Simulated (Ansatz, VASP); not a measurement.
One calculation of SiMo3, two programs

```
Si Mo
1.0
    -2.57816    2.57816    2.57816
     2.57816   -2.57816    2.57816
     2.57816    2.57816   -2.57816
Si Mo
1 3
Direct
  0.00000 0.00000 0.00000
  0.00000 0.50000 0.50000
  0.50000 0.00000 0.50000
  0.50000 0.50000 0.00000
```

Alike in both runs: functional PBE; k mesh 6 × 6 × 6; occupations gaussian, width 0.1 eV; no spin polarisation.

Ansatz relaxed the structure, and its values are those at the end. VASP's run is a single point on that final structure, the one shown.

```csv
,VASP,Ansatz
version,VASP 6.6.1,Ansatz 0.2.0
potentials or method,"VASP PAW PBE potentials, release 64 (Si, Mo_sv)","scalar-relativistic, plane waves, PAW"
plane-wave cutoff (eV),520,420
valence electrons in the cell,46,46
```

VASP gave:

| Property | Result |
| --- | --- |
| gap on the k mesh at the Fermi level (eV) | none |
| pressure (GPa) | 0.3 |

Q: Which values does Ansatz return?

A: gap on the k mesh at the Fermi level (eV): none; pressure (GPa): 0.0.

A gap of «none» marks a metal or a gap that the smearing closes. The functional is the same, so the differences come from potentials, cutoffs and numerics.
